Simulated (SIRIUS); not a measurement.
**Li2S under changes of volume**

One of the cells (15.344 Å³/atom); the others are scaled copies at fixed shape and fractional positions:

```
S Li
1.0
     0.00000    2.84450    2.84450
     2.84450    0.00000    2.84450
     2.84450    2.84450    0.00000
S Li
1 2
Direct
  0.00000 0.00000 0.00000
  0.75000 0.75000 0.75000
  0.25000 0.25000 0.25000
```

| Property | Result |
| --- | --- |
| Program | SIRIUS 7.12.0 |
| Functional | LDA |
| Potentials or basis | all-electron FP-LAPW |
| Cutoff | 158 eV |
| Basis | apw+lo standard |
| k mesh | 8 × 8 × 8 |
| Occupations | fermi-dirac, width 0.05 eV |
| Spin | no spin polarisation |

```tsv
volume (Å³/atom)	energy over the lowest point (meV/atom)	gap on the mesh (eV)
14.423	0.00	3.12
14.730	?	?
15.037	3.93	3.15
15.344	8.29	3.17
15.650	13.96	3.18
15.957	20.84	3.19
16.264	28.84	3.20
```

Problem. What does the run at 14.730 Å³/atom give?

Solution. Energy over the lowest point 1.12 meV/atom; gap on the mesh 3.14 eV.

Worked out: A Birch-Murnaghan fit of order 3 (a polynomial in V^(-2/3)) to the other rows has its minimum at 14.39 Å³/atom, just outside them, with B0 = V·E''(V) = 47 GPa and B' = 4.4. It gives 1.12 meV/atom at 14.730 Å³/atom, against the run's 1.12. A straight line through the other rows of the gap, of slope 0.672 eV per unit of ln V, gives 3.14 eV, against the run's 3.14.

Energies are extrapolated to zero smearing.

A mesh can miss the band edges.
